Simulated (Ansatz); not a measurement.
Start from `SC[CH2][SnH3]` and change one atom or group to get `CCCS`.

Ansatz, PBE0-D4/def2-TZVP geometries, multiplicity 1. Each molecule was computed in one conformer, which needn't be the lowest.

Elements past krypton have def2 core potentials.

| property | `SC[CH2][SnH3]` |
| --- | --- |
| size of the dipole moment (PBE/def2-TZVPP) / D | 0.97 |
| HOMO–LUMO gap (B3LYP/def2-TZVPP) / eV | 6.28 |
| size of the dipole moment (ωB97M-V/def2-TZVPP) / D | 1.01 |
| HOMO–LUMO gap (PBE/def2-TZVPP) / eV | 4.72 |
| HOMO–LUMO gap (PBE0/def2-TZVPP) / eV | 6.77 |
| LUMO energy (B3LYP/def2-TZVPP) / eV | -0.28 |

Problem. Give the same properties after the change, and the shifts. (Best estimate.)

Solution. Ansatz gave: 
```tsv
property	`CCCS`	shift
size of the dipole moment (PBE/def2-TZVPP) / D	1.62	0.65
HOMO–LUMO gap (B3LYP/def2-TZVPP) / eV	6.82	0.54
size of the dipole moment (ωB97M-V/def2-TZVPP) / D	1.61	0.60
HOMO–LUMO gap (PBE/def2-TZVPP) / eV	5.20	0.48
HOMO–LUMO gap (PBE0/def2-TZVPP) / eV	7.36	0.59
LUMO energy (B3LYP/def2-TZVPP) / eV	0.30	0.58
```

Dipoles are sizes alone; their direction can turn.

B3LYP here is the variant with VWN-RPA as its local correlation; programs differ in this.

Positive LUMOs are unbound, so they and the gaps depend on the basis.
